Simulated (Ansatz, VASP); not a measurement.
# Pt in VASP and in Ansatz

```
Pt
1.0
     5.61459    0.00000    0.00000
    -1.40365    2.43119    0.00000
     0.00000    0.00000   23.87644
Pt
8
Direct
  0.33333 0.33333 0.35600
  0.83333 0.33333 0.35600
  0.66667 0.66667 0.45200
  0.16667 0.66667 0.45200
  0.00000 0.00000 0.54681
  0.50000 0.00000 0.54681
  0.33333 0.33333 0.64313
  0.83333 0.33333 0.64313
```

Alike in both runs: functional PBE; k mesh 6 × 12 × 1; occupations gaussian, width 0.1 eV; no spin polarisation.

Ansatz relaxed the structure, and its values are those at the end. VASP's run is a single point on that final structure, the one shown.

```csv
,VASP,Ansatz
version,VASP 6.6.1,Ansatz 0.2.0
potentials or method,"VASP PAW PBE potentials, release 64 (Pt)","scalar-relativistic, plane waves, PAW"
plane-wave cutoff (eV),520,420
valence electrons in the cell,80,144
```

Ansatz gave:

```
gap on the k mesh at the Fermi level (eV) : none
rms of the force components (eV/Å)        : 0.017
```

Task: Estimate VASP's values.

Result: gap on the k mesh at the Fermi level (eV): none; rms of the force components (eV/Å): 0.014.

A gap of «none» marks a metal or a gap that the smearing closes. The two sets of potentials don't hold the same shells in valence.

Spin-orbit coupling is left out, which matters for the levels of Pt.
